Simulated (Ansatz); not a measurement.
**O (omega type): how the settings move a single-point run**

Question: which choices in the input matter for O (omega type)?

Computed with Ansatz 0.2.0 (reference: DFT, PBE, all-electron PAW with datasets made for the crystal, scalar-relativistic, unless a step's input says otherwise).

3 further runs of the same task are left out: 1 for a known fault of the program, 1 that didn't finish, 1 set aside as unsound or not needed.

## (1) The system as given

Symmetry: P6/mmm, No. 191, hexagonal system. The conventional cell has a = 2.908 Å, b = 2.908 Å, c = 2.027 Å, α = 90.00°, β = 90.00°, γ = 120.00°. O (site symmetry 6/mmm) has 14 O at 1.96 to 2.03 Å as nearest neighbours. Around O (site symmetry -6m2) lie 3 O at 1.68 Å.

Structure file:

```cif
data_structure
_symmetry_space_group_name_H-M 'P6/mmm'
_symmetry_Int_Tables_number 191
_cell_length_a 2.9080
_cell_length_b 2.9080
_cell_length_c 2.0273
_cell_angle_alpha 90.000
_cell_angle_beta 90.000
_cell_angle_gamma 120.000
_cell_volume 14.85
loop_
_atom_site_label
_atom_site_type_symbol
_atom_site_symmetry_multiplicity
_atom_site_Wyckoff_symbol
_atom_site_fract_x
_atom_site_fract_y
_atom_site_fract_z
_atom_site_occupancy
O1 O 1 a 0.00000 0.00000 0.00000 1
O2 O 2 d 0.33333 0.66667 0.50000 1
```

## (2) The reference run

The input, input.yaml:

```yaml
crystal:
  lattice:
    - [2.9079777594, 0.0, 0.0]
    - [-1.4539888797, 2.5183826133, 0.0]
    - [0.0, 0.0, 2.0273079027]
  atoms:
    - { symbol: O, position: [0.0, 0.0, 0.0] }
    - { symbol: O, position: [0.3333333333, 0.6666666667, 0.5] }
    - { symbol: O, position: [0.6666666667, 0.3333333333, 0.5] }
kpoints:
  mp_grid: { grid: [10, 10, 14] }
scf:
  occupations: { method: fermi_dirac, width: 0.05 }
hamiltonian:
  xc: pbe
  pseudopotentials: { kind: all_electron, datasets: crystal }
output:
  forces: true
  stress: true
  eigenvalues: true
```

Started as:

```bash
$ ansatz run input.yaml --threads 1 --pin off --max-ram 3072MiB --backend cpu --events-out ev --progress --plain --runs-dir out
```

## (3) Changed: mp_grid.grid [8, 8, 11]

Edit input.yaml of step 2 so:

```diff
@@ -10,3 +10,3 @@
 kpoints:
-  mp_grid: { grid: [10, 10, 14] }
+  mp_grid: { grid: [8, 8, 11] }
 scf:
```

What does the calculation give? Wanted: for each run, ending; energy change; pressure; gap; force.

**Answer**, as computed:

| run | ending | energy change | pressure (GPa) | gap (eV) | force (eV/Å) | cycles | time |
| --- | --- | --- | --- | --- | --- | --- | --- |
| reference | converged | 0 | 205.4 | 0.00 | 0.00 | 9 | 11 s |
| 1: mp_grid.grid [8, 8, 11] | converged | +5.4 meV/atom | 205.4 | 0.00 | 0.00 | 9 | 6.3 s |

Residual by cycle in the longest SCF loop of each run; runs are numbered as in the table. The quantity is the density residual dr2, in eV.

| cycle | reference | run 1 |
| --- | --- | --- |
| 1 | 2.2 | 2.24 |
| 2 | 2.31 | 2.33 |
| 3 | 1.46 | 1.5 |
| 4 | 0.102 | 0.11 |
| 5 | 0.00815 | 0.00379 |
| 6 | 1.3e-4 | 5.0e-5 |
| 7 | 1.9e-6 | 2.6e-5 |
| 8 | 9.0e-7 | 1.5e-7 |
| 9 | 2.1e-9 | 1.5e-8 |

What this shows: Changing the k-point mesh moves the energy by +5.4 meV/atom. The energy is not variational in the mesh, so the sign tells nothing. Cost: 6.3 s against 11 s. Semilocal functionals close small gaps, so the missing gap need not be the real solid's. The structure is not at rest: the sound run finds 205 GPa, so these are no properties of the relaxed crystal. 
